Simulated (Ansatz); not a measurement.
# An S vacancy in zincblende MgS, 63 atoms, charge +2

Wanted: path and barrier of the jump (PBEsol and HSE06).

Method: density functional theory in Ansatz 0.2.0, PAW datasets, plane waves.

**1. Starting point**

63 atoms (32 Mg, 31 S); a = 11.303 Å, b = 11.303 Å, c = 11.303 Å, α = 90.00°, β = 90.00°, γ = 90.00°. All atoms were shaken off their sites by about 0.02 Å along each axis; atoms next to an added one may be pushed further to make room. Defect site 1: (0.625, 0.625, 0.625).

The runs, in order: (2) PBEsol relaxation at the single k point (¼, ¼, ¼), on 1 × NVIDIA GB200 with 8 threads of Arm Neoverse-V2; (3) HSE06 single point at the single k point (¼, ¼, ¼), on 1 × NVIDIA GB200 with 8 threads of Arm Neoverse-V2; (4) PBEsol band at the single k point (¼, ¼, ¼), on 1 × NVIDIA GB200 with 8 threads of Arm Neoverse-V2; (5) HSE06 single point at the single k point (¼, ¼, ¼), on 1 × NVIDIA GB200 with 8 threads of Arm Neoverse-V2.

**2. Relaxing the atoms with PBEsol**

Contents of in.yaml:

```yaml
crystal:
  lattice:
    - [11.303065, 0.000000, 0.000000]
    - [0.000000, 11.303065, 0.000000]
    - [0.000000, 0.000000, 11.303065]
  atoms:
    - { symbol: Mg, position: [0.997488, 0.999036, 0.000368] }
    - { symbol: Mg, position: [0.998765, 0.002634, 0.498957] }
    - { symbol: Mg, position: [0.001487, 0.498307, 0.997090] }
    - { symbol: Mg, position: [0.003091, 0.500228, 0.498127] }
    - { symbol: Mg, position: [0.504344, 0.999422, 0.000140] }
    - { symbol: Mg, position: [0.501286, 0.998715, 0.498925] }
    - { symbol: Mg, position: [0.498849, 0.498909, 0.997082] }
    - { symbol: Mg, position: [0.502236, 0.500656, 0.498382] }
    - { symbol: Mg, position: [0.248128, 0.247983, 0.999535] }
    - { symbol: Mg, position: [0.251337, 0.249966, 0.501374] }
    - { symbol: Mg, position: [0.250826, 0.749545, 0.998971] }
    - { symbol: Mg, position: [0.248545, 0.751773, 0.498308] }
    - { symbol: Mg, position: [0.749691, 0.249755, 0.999182] }
    - { symbol: Mg, position: [0.750192, 0.251747, 0.499893] }
    - { symbol: Mg, position: [0.748924, 0.750387, 0.998073] }
    - { symbol: Mg, position: [0.752892, 0.748357, 0.498346] }
    - { symbol: Mg, position: [0.247556, 0.000374, 0.250485] }
    - { symbol: Mg, position: [0.252109, 0.001439, 0.749603] }
    - { symbol: Mg, position: [0.250676, 0.499980, 0.252747] }
    - { symbol: Mg, position: [0.248954, 0.504228, 0.748554] }
    - { symbol: Mg, position: [0.752994, 0.000560, 0.251155] }
    - { symbol: Mg, position: [0.747756, 0.000849, 0.751103] }
    - { symbol: Mg, position: [0.750269, 0.500507, 0.248557] }
    - { symbol: Mg, position: [0.748751, 0.501298, 0.753600] }
    - { symbol: Mg, position: [0.000232, 0.248184, 0.251709] }
    - { symbol: Mg, position: [0.001416, 0.252047, 0.752291] }
    - { symbol: Mg, position: [0.999075, 0.749996, 0.248633] }
    - { symbol: Mg, position: [0.997599, 0.750129, 0.749535] }
    - { symbol: Mg, position: [0.499757, 0.247269, 0.249690] }
    - { symbol: Mg, position: [0.500071, 0.250328, 0.747834] }
    - { symbol: Mg, position: [0.495576, 0.747859, 0.250191] }
    - { symbol: Mg, position: [0.500472, 0.751811, 0.748075] }
    - { symbol: S, position: [0.127912, 0.124913, 0.126502] }
    - { symbol: S, position: [0.125932, 0.124041, 0.625271] }
    - { symbol: S, position: [0.124175, 0.626241, 0.125150] }
    - { symbol: S, position: [0.125838, 0.624512, 0.626207] }
    - { symbol: S, position: [0.625088, 0.127202, 0.123391] }
    - { symbol: S, position: [0.623130, 0.124875, 0.625758] }
    - { symbol: S, position: [0.623676, 0.624647, 0.125555] }
    - { symbol: S, position: [0.373960, 0.371240, 0.124288] }
    - { symbol: S, position: [0.375813, 0.372991, 0.625589] }
    - { symbol: S, position: [0.375795, 0.873793, 0.122214] }
    - { symbol: S, position: [0.376340, 0.875914, 0.626728] }
    - { symbol: S, position: [0.877792, 0.373178, 0.126746] }
    - { symbol: S, position: [0.875384, 0.377869, 0.625154] }
    - { symbol: S, position: [0.875360, 0.874865, 0.125998] }
    - { symbol: S, position: [0.872188, 0.877139, 0.622408] }
    - { symbol: S, position: [0.372904, 0.125816, 0.378088] }
    - { symbol: S, position: [0.375109, 0.123867, 0.875690] }
    - { symbol: S, position: [0.375103, 0.624860, 0.372140] }
    - { symbol: S, position: [0.378653, 0.625933, 0.874398] }
    - { symbol: S, position: [0.871375, 0.126168, 0.372470] }
    - { symbol: S, position: [0.877676, 0.125591, 0.875387] }
    - { symbol: S, position: [0.875572, 0.623020, 0.376531] }
    - { symbol: S, position: [0.874139, 0.627750, 0.873262] }
    - { symbol: S, position: [0.123307, 0.376304, 0.375306] }
    - { symbol: S, position: [0.124922, 0.372919, 0.877171] }
    - { symbol: S, position: [0.127040, 0.878963, 0.372810] }
    - { symbol: S, position: [0.124564, 0.878171, 0.871679] }
    - { symbol: S, position: [0.623863, 0.372503, 0.377582] }
    - { symbol: S, position: [0.620179, 0.374700, 0.874971] }
    - { symbol: S, position: [0.622630, 0.878399, 0.374461] }
    - { symbol: S, position: [0.626828, 0.873286, 0.875281] }
  symmetry: { detect: false }
kpoints:
  mp_grid: { grid: [1, 1, 1], shift: [0.25, 0.25, 0.25] }
hamiltonian:
  xc: pbesol
total_charge: 2
scf:
  occupations: { method: fermi_dirac, width: 0.01 }
relax:
  f_tol: 0.03
  max_steps: 80
  escape_saddle: false
  adjacent_minimum: "off"
output:
  forces: true
  eigenvalues: true
  populations: true
  charged_corrections: { epsilon: 8 }
```

Started as:

```
$ ansatz run in.yaml --threads 8 --pin off --max-ram 118750MiB --runs-dir r --events-out ev --progress --plain --backend cuda --devices 0, --max-vram 170GiB
```

After this run come: HSE06 on the final geometry; Elastic band between the two sites; Single point with HSE06.

What does the calculation give? Wanted: for each run, top filled to lowest empty.

**Answer**, as computed:

```
                   level         time  top filled to lowest empty (eV)
      PBEsol, relaxation  3.7 s (GPU)                             3.46
                   HSE06   14 s (GPU)                             4.48
HSE06, at the band's top   15 s (GPU)                             4.19
```

| quantity | value |
| --- | --- |
| relaxation | 5 recorded steps, 2.12 eV gained |
| largest shift | 0.63 Å (Mg8) |
| barrier forwards, backwards | 1.16, 1.16 eV |
| jump | S by 4.06 Å |
| band iterations | 8 |
| top less start by HSE06 | 1.33 eV |

**Reading.** The relaxation lowers the energy by 2.12 eV; the largest shift is 0.63 Å (Mg8). The PBEsol barrier is 1.16 eV forwards and 1.16 eV back, about 45 times kT at 300 K, without charge corrections. The cell's size and k points aren't converged for it. The top is a first-order saddle. On the same two geometries HSE06 gives 1.33 eV. At the same k points, PBEsol gives a spacing 1.01 eV smaller than the 4.48 eV of HSE06. In a defect cell this spacing can involve defect levels, so it need not be the gap.
